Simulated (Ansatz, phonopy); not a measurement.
# RbBr (Fm-3m): a volume series of phonon spectra, part 3 of 3

Wanted: mode Grüneisen parameters of RbBr and a free-energy fit over volumes.

What experiment has found for this phase:
- volume expansion coefficient 117 1e-6/K near room temperature (given in “Descriptors for thermal expansion in solids”, 2017, arXiv:1701.03966)

Ansatz 0.2.0; DFT PBE, scalar-relativistic, plane waves, PAW.

So far, highest frequency (cm⁻¹): step 5 (phonons, V/V0 1) 116.

The database entry behind the starting cell differs from later determinations by our own check (about 0.5 % short), so it need not match the best structure at ambient conditions.

## 9. Phonons, V/V0 0.985

The same q-mesh and k-mesh are kept at every volume, so that much of their error can cancel in the differences.

File input.yaml:

```yaml
crystal:
  lattice:
    - [0.0, 3.4910473368, 3.4910473368]
    - [3.4910473368, 0.0, 3.4910473368]
    - [3.4910473368, 3.4910473368, 0.0]
  atoms:
    - { symbol: Rb, position: [0.0, 0.0, 0.0] }
    - { symbol: Br, position: [0.5, 0.5, 0.5] }
kpoints:
  mp_grid: { grid: [8, 8, 8] }
hamiltonian:
  xc: pbe
scf:
  occupations: { method: fixed }
output:
  eigenvalues: true
phonons:
  method: dfpt
  dielectric: true
  rigid_motions: translations
  qmesh: [4, 4, 4]
  temperatures: { t_max: 1000, t_step: 50 }
  qpath:
    path:
      - [[0.0, 0.0, 0.0], [0.5, 0.0, 0.5], [0.625, 0.25, 0.625]]
      - [[0.375, 0.375, 0.75], [0.0, 0.0, 0.0], [0.5, 0.5, 0.5], [0.5, 0.25, 0.75], [0.5, 0.0, 0.5]]
    npoints: 10
```

On the command line:

```sh
ansatz run input.yaml --threads 2 --pin off --max-ram 5120MiB --backend cpu --events-out ev --progress --plain --runs-dir out
```

Numbers of over 12 decimals in the logs are rounded to 6 here.

Log:

```text
[...]
Crystal: 2 atoms, lattice volume = 85.094 Å³
Basis set: ecut = 420 eV, 1687 PW (Γ), exchange–correlation on 72×72×72 points (8 copies of the dense FFT grid, shifted against one another)
Bands: 12, of which v1, the nominal top of the filled ones, is band 8 counted from 1 (7 counted from 0)
Symmetry: 48 space group operations
k-points: 59 of 512 (irreducible under 8 space group operations, time reversal used)
[...]
optical modes at Γ + LO–TO along q̂ = [0.0000, 1.0000, 0.0000]:
      ω (cm⁻¹)  modes    IR ((D/Å)²/amu)
         79.16      2             1.5101
        117.91      1             0.7551
  optical modes at Γ + LO–TO along q̂ = [0.0000, 0.0000, 1.0000]:
      ω (cm⁻¹)  modes    IR ((D/Å)²/amu)
         79.16      2             1.5101
        117.91      1             0.7551
--- Phonons (arbitrary-q DFPT): 8 irreducible q on the 4×4×4 mesh ---
[...]
interpolated dispersion: 63 rows × 6 modes
[...]
[key lines of the parts left out:]
SCF converged after 6 iterations
Free energy (F): -6054.069801 eV
Fermi energy:    0.857823 eV
```

Elapsed: 3.6 min, on 2 threads of Arm Neoverse V1, shared host; peak memory 1.2 GiB.

No mode is imaginary beyond numerical noise at the solved wavevectors. The highest zone-centre mode (no LO–TO term) moved by +4.0 % for a volume change of -1.5 %.

## 10. A cell at another volume, V/V0 1.03

Symmetry fixes every atom, so a single point at the scaled cell gives the energy and pressure of this member.

The cell differs from the one that the last finished run ended in (a 4.937 → 5.011 Å, b 4.937 → 5.011 Å, c 4.937 → 5.011 Å).

input.yaml, the sections that differ from step 9:

```yaml
crystal:
  lattice:
    - [0.0, 3.5434208454, 3.5434208454]
    - [3.5434208454, 0.0, 3.5434208454]
    - [3.5434208454, 3.5434208454, 0.0]
  atoms:
    - { symbol: Rb, position: [0.0, 0.0, 0.0] }
    - { symbol: Br, position: [0.5, 0.5, 0.5] }
output:
  forces: true
  stress: true
  eigenvalues: true
# kpoints, hamiltonian, scf: as in step 9
# phonons: removed
```

Log:

```text
[...]
Crystal: 2 atoms, lattice volume = 88.981 Å³
Basis set: ecut = 420 eV, 1807 PW (Γ), exchange–correlation on 72×72×72 points (8 copies of the dense FFT grid, shifted against one another)
Bands: 12, of which v1, the nominal top of the filled ones, is band 8 counted from 1 (7 counted from 0)
Symmetry: 48 space group operations
[...]
k-points: 29 of 512
[...]
P = ⅓ Tr σ = -0.3233 GPa (-3.233 kbar)
--- Band table (eV; the first three rows and the last of 29) ---
  k-point 0: bands = [... 4 lower, -8.1187, 0.5861, 0.5861, 0.5861, 4.7082, 7.8234, 7.8234, 7.8234]
  k-point 1: bands = [... 4 lower, -8.1150, 0.4329, 0.5435, 0.5435, 5.0457, 7.7214, 7.9913, 7.9913]
  k-point 2: bands = [... 4 lower, -8.1062, 0.1187, 0.4443, 0.4443, 5.8670, 7.6375, 8.4740, 8.4740]
  k-point 28: bands = [... 4 lower, -8.1098, 0.1860, 0.2673, 0.2673, 7.5514, 7.5514, 8.4303, 8.7955]
[key lines of the parts left out:]
SCF converged after 6 iterations
Free energy (F): -6054.067889 eV
Fermi energy:    0.586127 eV
```

The job ended after 1.1 s (2 threads; peak memory 0.33 GiB).

The run ends at a pressure of -0.32 GPa.

## 11. Lattice dynamics at this volume, V/V0 1.03

The same q-mesh and k-mesh are kept at every volume, so that much of their error can cancel in the differences.

input.yaml, the sections that differ from step 10:

```yaml
output:
  eigenvalues: true
phonons:
  method: dfpt
  dielectric: true
  rigid_motions: translations
  qmesh: [4, 4, 4]
  temperatures: { t_max: 1000, t_step: 50 }
  qpath:
    path:
      - [[0.0, 0.0, 0.0], [0.5, 0.0, 0.5], [0.625, 0.25, 0.625]]
      - [[0.375, 0.375, 0.75], [0.0, 0.0, 0.0], [0.5, 0.5, 0.5], [0.5, 0.25, 0.75], [0.5, 0.0, 0.5]]
    npoints: 10
# crystal, kpoints, hamiltonian, scf: as in step 10
```

Log:

```text
[...]
Crystal: 2 atoms, lattice volume = 88.981 Å³
Basis set: ecut = 420 eV, 1807 PW (Γ), exchange–correlation on 72×72×72 points (8 copies of the dense FFT grid, shifted against one another)
Bands: 12, of which v1, the nominal top of the filled ones, is band 8 counted from 1 (7 counted from 0)
Symmetry: 48 space group operations
k-points: 59 of 512 (irreducible under 8 space group operations, time reversal used)
[...]
optical modes at Γ + LO–TO along q̂ = [0.0000, 1.0000, 0.0000]:
      ω (cm⁻¹)  modes    IR ((D/Å)²/amu)
         70.30      2             1.5228
        111.65      1             0.7614
  optical modes at Γ + LO–TO along q̂ = [0.0000, 0.0000, 1.0000]:
      ω (cm⁻¹)  modes    IR ((D/Å)²/amu)
         70.30      2             1.5228
        111.65      1             0.7614
--- Phonons (arbitrary-q DFPT): 8 irreducible q on the 4×4×4 mesh ---
[...]
interpolated dispersion: 63 rows × 6 modes
[...]
[key lines of the parts left out:]
SCF converged after 7 iterations
Free energy (F): -6054.067889 eV
Fermi energy:    0.586172 eV
```

Elapsed: 3.6 min, on 2 threads; peak memory 1.3 GiB.

No mode is imaginary beyond numerical noise at the solved wavevectors. The highest zone-centre mode (no LO–TO term) moved by -7.7 % for a volume change of +3.0 %.

## 12. A cell at another volume, V/V0 0.97

Symmetry fixes every atom, so a single point at the scaled cell gives the energy and pressure of this member.

The cell differs from the one that the last finished run ended in (a 5.011 → 4.912 Å, b 5.011 → 4.912 Å, c 5.011 → 4.912 Å).

input.yaml, the sections that differ from step 11:

```yaml
crystal:
  lattice:
    - [0.0, 3.4732355609, 3.4732355609]
    - [3.4732355609, 0.0, 3.4732355609]
    - [3.4732355609, 3.4732355609, 0.0]
  atoms:
    - { symbol: Rb, position: [0.0, 0.0, 0.0] }
    - { symbol: Br, position: [0.5, 0.5, 0.5] }
output:
  forces: true
  stress: true
  eigenvalues: true
  write_density: true
  write_potential: true
  elf: true
  volumetric_format: npy
# kpoints, hamiltonian, scf: as in step 11
# phonons: removed
```

Log:

```text
[...]
Crystal: 2 atoms, lattice volume = 83.798 Å³
Basis set: ecut = 420 eV, 1639 PW (Γ), exchange–correlation on 72×72×72 points (8 copies of the dense FFT grid, shifted against one another)
Bands: 12, of which v1, the nominal top of the filled ones, is band 8 counted from 1 (7 counted from 0)
Symmetry: 48 space group operations
[...]
k-points: 29 of 512
[...]
P = ⅓ Tr σ = 0.3921 GPa (3.921 kbar)
--- Band table (eV; the first three rows and the last of 29) ---
  k-point 0: bands = [... 4 lower, -7.6174, 0.9551, 0.9551, 0.9551, 5.2194, 8.2241, 8.2241, 8.2241]
  k-point 1: bands = [... 4 lower, -7.6119, 0.7835, 0.9050, 0.9050, 5.5806, 8.1253, 8.4025, 8.4025]
  k-point 2: bands = [... 4 lower, -7.5988, 0.4342, 0.7890, 0.7890, 6.4439, 8.0682, 8.9160, 8.9160]
  k-point 28: bands = [... 4 lower, -7.6034, 0.5023, 0.6187, 0.6187, 7.9946, 7.9946, 9.0533, 9.4094]
[key lines of the parts left out:]
SCF converged after 6 iterations
Free energy (F): -6054.067464 eV
Fermi energy:    0.955086 eV
```

Wall time 1.5 s (2 threads); peak memory 0.33 GiB; 2.8 s of CPU time.

The run ends at a pressure of 0.39 GPa.

## 13. Phonons, V/V0 0.97

Phonons at this volume give one point of F(V, T); meshes stay fixed along the series.

input.yaml, the sections that differ from step 12:

```yaml
output:
  eigenvalues: true
phonons:
  method: dfpt
  dielectric: true
  rigid_motions: translations
  qmesh: [4, 4, 4]
  temperatures: { t_max: 1000, t_step: 50 }
  qpath:
    path:
      - [[0.0, 0.0, 0.0], [0.5, 0.0, 0.5], [0.625, 0.25, 0.625]]
      - [[0.375, 0.375, 0.75], [0.0, 0.0, 0.0], [0.5, 0.5, 0.5], [0.5, 0.25, 0.75], [0.5, 0.0, 0.5]]
    npoints: 10
# crystal, kpoints, hamiltonian, scf: as in step 12
```

Log:

```text
[...]
Crystal: 2 atoms, lattice volume = 83.798 Å³
Basis set: ecut = 420 eV, 1639 PW (Γ), exchange–correlation on 72×72×72 points (8 copies of the dense FFT grid, shifted against one another)
Bands: 12, of which v1, the nominal top of the filled ones, is band 8 counted from 1 (7 counted from 0)
Symmetry: 48 space group operations
k-points: 59 of 512 (irreducible under 8 space group operations, time reversal used)
[...]
optical modes at Γ + LO–TO along q̂ = [0.0000, 1.0000, 0.0000]:
      ω (cm⁻¹)  modes    IR ((D/Å)²/amu)
         82.25      2             1.5056
        120.16      1             0.7528
  optical modes at Γ + LO–TO along q̂ = [0.0000, 0.0000, 1.0000]:
      ω (cm⁻¹)  modes    IR ((D/Å)²/amu)
         82.25      2             1.5056
        120.16      1             0.7528
--- Phonons (arbitrary-q DFPT): 8 irreducible q on the 4×4×4 mesh ---
[...]
interpolated dispersion: 63 rows × 6 modes
[...]
[key lines of the parts left out:]
SCF converged after 7 iterations
Free energy (F): -6054.067464 eV
Fermi energy:    0.955072 eV
```

It took 3.5 min on 2 threads; peak memory 1.2 GiB; 7 min of CPU time.

No mode is imaginary beyond numerical noise at the solved wavevectors. The highest zone-centre mode (no LO–TO term) moved by +8.0 % for a volume change of -3.0 %.

## 14. A cell at another volume, V/V0 1.05

Symmetry fixes every atom, so a single point at the scaled cell gives the energy and pressure of this member.

The cell differs from the one that the last finished run ended in (a 4.912 → 5.043 Å, b 4.912 → 5.043 Å, c 4.912 → 5.043 Å).

input.yaml, the sections that differ from step 13:

```yaml
crystal:
  lattice:
    - [0.0, 3.566208744, 3.566208744]
    - [3.566208744, 0.0, 3.566208744]
    - [3.566208744, 3.566208744, 0.0]
  atoms:
    - { symbol: Rb, position: [0.0, 0.0, 0.0] }
    - { symbol: Br, position: [0.5, 0.5, 0.5] }
output:
  forces: true
  stress: true
  eigenvalues: true
# kpoints, hamiltonian, scf: as in step 13
# phonons: removed
```

Log:

```text
[...]
Crystal: 2 atoms, lattice volume = 90.709 Å³
Basis set: ecut = 420 eV, 1807 PW (Γ), exchange–correlation on 72×72×72 points (8 copies of the dense FFT grid, shifted against one another)
Bands: 12, of which v1, the nominal top of the filled ones, is band 8 counted from 1 (7 counted from 0)
Symmetry: 48 space group operations
[...]
k-points: 29 of 512
[...]
P = ⅓ Tr σ = -0.5105 GPa (-5.105 kbar)
--- Band table (eV; the first three rows and the last of 29) ---
  k-point 0: bands = [... 4 lower, -8.2749, 0.4743, 0.4743, 0.4743, 4.5526, 7.6987, 7.6987, 7.6987]
  k-point 1: bands = [... 4 lower, -8.2717, 0.3265, 0.4338, 0.4338, 4.8828, 7.5958, 7.8633, 7.8633]
  k-point 2: bands = [... 4 lower, -8.2640, 0.0230, 0.3394, 0.3394, 5.6906, 7.5041, 8.3364, 8.3364]
  k-point 28: bands = [... 4 lower, -8.2673, 0.0898, 0.1615, 0.1615, 7.4135, 7.4135, 8.2366, 8.6060]
[key lines of the parts left out:]
SCF converged after 6 iterations
Free energy (F): -6054.063374 eV
Fermi energy:    0.474305 eV
```

Wall time 1.1 s (2 threads); peak memory 0.33 GiB.

The run ends at a pressure of -0.51 GPa.

## 15. Lattice dynamics at this volume, V/V0 1.05

Phonons at this volume give one point of F(V, T); meshes stay fixed along the series.

input.yaml, the sections that differ from step 14:

```yaml
output:
  eigenvalues: true
phonons:
  method: dfpt
  dielectric: true
  rigid_motions: translations
  qmesh: [4, 4, 4]
  temperatures: { t_max: 1000, t_step: 50 }
  qpath:
    path:
      - [[0.0, 0.0, 0.0], [0.5, 0.0, 0.5], [0.625, 0.25, 0.625]]
      - [[0.375, 0.375, 0.75], [0.0, 0.0, 0.0], [0.5, 0.5, 0.5], [0.5, 0.25, 0.75], [0.5, 0.0, 0.5]]
    npoints: 10
# crystal, kpoints, hamiltonian, scf: as in step 14
```

Log:

```text
[...]
Crystal: 2 atoms, lattice volume = 90.709 Å³
Basis set: ecut = 420 eV, 1807 PW (Γ), exchange–correlation on 72×72×72 points (8 copies of the dense FFT grid, shifted against one another)
Bands: 12, of which v1, the nominal top of the filled ones, is band 8 counted from 1 (7 counted from 0)
Symmetry: 48 space group operations
k-points: 59 of 512 (irreducible under 8 space group operations, time reversal used)
[...]
optical modes at Γ + LO–TO along q̂ = [0.0000, 1.0000, 0.0000]:
      ω (cm⁻¹)  modes    IR ((D/Å)²/amu)
         66.54      2             1.5281
        109.10      1             0.7640
  optical modes at Γ + LO–TO along q̂ = [0.0000, 0.0000, 1.0000]:
      ω (cm⁻¹)  modes    IR ((D/Å)²/amu)
         66.54      2             1.5281
        109.10      1             0.7640
--- Phonons (arbitrary-q DFPT): 8 irreducible q on the 4×4×4 mesh ---
[...]
interpolated dispersion: 63 rows × 6 modes
[...]
[key lines of the parts left out:]
SCF converged after 7 iterations
Free energy (F): -6054.063374 eV
Fermi energy:    0.474321 eV
```

Wall time 3.6 min (2 threads); peak memory 1.4 GiB; 7.1 min of CPU time.

No mode is imaginary beyond numerical noise at the solved wavevectors. The highest zone-centre mode (no LO–TO term) moved by -12.6 % for a volume change of +5.0 %.

## 16. How the modes move with volume

This step: DFT PBE, scalar-relativistic, plane waves, PAW (phonopy 4.10.0).

Numbers from this step:

```yaml
share_of_modes_with_a_negative_grueneisen_parameter: 0.118
```

Mean Grüneisen, by row:

| T (K) | heat-capacity-weighted mean | root mean square |
| --- | --- | --- |
| 50 | 1.546 | 1.868 |
| 100 | 1.605 | 1.901 |
| 200 | 1.619 | 1.909 |
| 300 | 1.622 | 1.911 |
| 500 | 1.623 | 1.911 |
| 800 | 1.623 | 1.912 |

Mean mode Grueneisen parameter against wavenumber:

| wavenumber (cm⁻¹) | mean mode Grueneisen parameter |
| --- | --- |
| 1.9 | - |
| 5.7 | - |
| 13.4 | 0.948 |
| 17.2 | 0.319 |
| 24.9 | 0.523 |
| 28.7 | 0.215 |
| 32.5 | 0.509 |
| 40.2 | 0.655 |
| 44.0 | 0.933 |
| 47.9 | 0.863 |
| 55.5 | 1.52 |
| 59.3 | 1.15 |
| 67.0 | 2.21 |
| 70.8 | 2.23 |
| 74.6 | 2.45 |
| 82.3 | 2.01 |
| 86.1 | 1.43 |
| 90.0 | 1.22 |
| 97.6 | 1.15 |
| 101.4 | 1.2 |
| 109.1 | 1.19 |
| 112.9 | 1.21 |

Volume series, by row:

| V/V0 | V (Å³/atom) | pressure (GPa) | E - E0 (meV/atom) | gap (eV) | zero-point energy (meV/atom) | lowest on the path (cm⁻¹) | highest at Gamma without the LO-TO term (cm⁻¹) |
| --- | --- | --- | --- | --- | --- | --- | --- |
| 0.97 | 41.9 | 0.392 | 1.549 | 4.264 | 12.45 | 0 | 82.25 |
| 0.985 | 42.55 | 0.189 | 0.381 | 4.227 | 12.12 | 0 | 79.16 |
| 1 | 43.19 | 0.003 | 0 | 4.191 | 11.8 | 0 | 76.14 |
| 1.015 | 43.84 | -0.168 | 0.338 | 4.156 | 11.49 | 0 | 73.19 |
| 1.03 | 44.49 | -0.323 | 1.337 | 4.122 | 11.19 | 0 | 70.3 |
| 1.05 | 45.35 | -0.511 | 3.594 | 4.078 | 10.79 | 0 | 66.54 |

Table of optical frequency at Gamma without the LO-TO term, mode 4 by V/V0:

| V/V0 | optical frequency at Gamma without the LO-TO term, mode 4 (cm⁻¹) |
| --- | --- |
| 0.9700 | 82.2 |
| 0.9850 | 79.2 |
| 1.0000 | 76.1 |
| 1.0150 | 73.2 |
| 1.0300 | 70.3 |
| 1.0500 | 66.5 |

Grüneisen at points, by row:

| point | branch | frequency (cm⁻¹) | mode Grüneisen parameter |
| --- | --- | --- | --- |
| Γ | 4 | 76.1 | 2.62 |
| Γ | 6 | 115.7 | 1.22 |
| X | 1 | 32.9 | -0.96 |
| X | 3 | 59.4 | -0.44 |
| X | 4 | 78.3 | 2.77 |
| X | 6 | 81.4 | 2.83 |
| U | 1 | 42.8 | 0.8 |
| U | 2 | 54.1 | -0.47 |
| U | 3 | 56.4 | 0.58 |
| U | 4 | 72.8 | 2.75 |
| U | 5 | 79.7 | 2.35 |
| U | 6 | 80.4 | 2.82 |
| K | 1 | 42.8 | 0.8 |
| K | 2 | 54.1 | -0.47 |
| K | 3 | 56.4 | 0.58 |
| K | 4 | 72.8 | 2.75 |
| K | 5 | 79.7 | 2.35 |
| K | 6 | 80.4 | 2.82 |
| L | 1 | 55.8 | 2.42 |
| L | 3 | 60.3 | 2.34 |
| L | 5 | 83.2 | 1.25 |
| L | 6 | 87.1 | 1.25 |
| W | 1 | 48.7 | -0.54 |
| W | 3 | 64.1 | 1.96 |
| W | 4 | 67 | 1.89 |
| W | 5 | 79.9 | 2.8 |

## 17. Quasi-harmonic fit by phonopy

The energy (each curve on its own zero) by volume; values in meV/atom:

| volume (Å³/atom) | static | F at 0 K | F at 300 K | F at 600 K |
| --- | --- | --- | --- | --- |
| 41.90 | 1.55 | 2.36 | 6.42 | 11.2 |
| 42.55 | 0.38 | 0.86 | 3.38 | 6.34 |
| 43.19 | 0 | 0.16 | 1.11 | 2.2 |
| 43.84 | 0.34 | 0.19 | -0.48 | -1.27 |
| 44.49 | 1.34 | 0.88 | -1.42 | -4.14 |
| 45.35 | 3.59 | 2.74 | -1.81 | -7.13 |

Phonopy-qha, vinet fit of F(V) at each temperature; no electronic free energy. Qha vinet, by row:

| T (K) | fitted volume (Å³/atom) | alpha_V (1e-6/K) | B_T (GPa) | C_P (J/mol-atom/K) | Grueneisen |
| --- | --- | --- | --- | --- | --- |
| 75 | 43.71 | 120.9 | 11.13 | 22.52 | 1.609 |
| 100 | 43.85 | 133.2 | 10.89 | 23.92 | 1.649 |
| 125 | 44 | 141.2 | 10.65 | 24.68 | 1.671 |
| 150 | 44.16 | 147.7 | 10.4 | 25.18 | 1.689 |
| 175 | 44.33 | 153.5 | 10.14 | 25.58 | 1.704 |
| 200 | 44.5 | 159.2 | 9.88 | 25.92 | 1.72 |
| 225 | 44.69 | 165.1 | 9.62 | 26.25 | 1.736 |
| 250 | 44.87 | 171.1 | 9.35 | 26.57 | 1.752 |

Volume expansion coefficient, phonopy-qha, Vinet against temperature:

| temperature (K) | volume expansion coefficient, phonopy-qha, Vinet (1e-6/K) |
| --- | --- |
| 75.0 | 121 |
| 100.0 | 133 |
| 125.0 | 141 |
| 150.0 | 148 |
| 175.0 | 154 |
| 200.0 | 159 |
| 225.0 | 165 |
| 250.0 | 171 |

## 18. Summary of results

```
mean mode Grüneisen parameter at 300 K : 1.62
```

What this shows: The table stops at 250 K because beyond it the fitted volume comes within 1 % of the largest computed cell, where the fit loses its support. The heat-capacity-weighted Grüneisen parameter goes from 1.55 at 50 K to 1.62 at 800 K; 12 % of the modes stiffen on expansion. Weighting γ by the density of states and each mode's heat capacity at 300 K, modes below 40 cm⁻¹ give about 3 % of the sum of γC that drives the expansion, those up to 80 cm⁻¹ 81 % and the rest 15 %. Among the labelled points γ is largest for branch 6 at X (81.4 cm⁻¹, 2.8) and most negative for branch 1 at X (32.9 cm⁻¹, -0.96).

[Logs are printed without paths, hosts, clocks, repeated set-up lines and the standing remarks that a program may print on its own settings, such as how far it seeks lower states.]

[Hosts, paths, dates, database ids (printed as entryN), source tags and the programs' standing remarks are cut or masked in the printed files.]

[A step with changed settings may run another functional than the one named; its input shows which.]

[Of the runs on displaced cells, only some may be shown.]
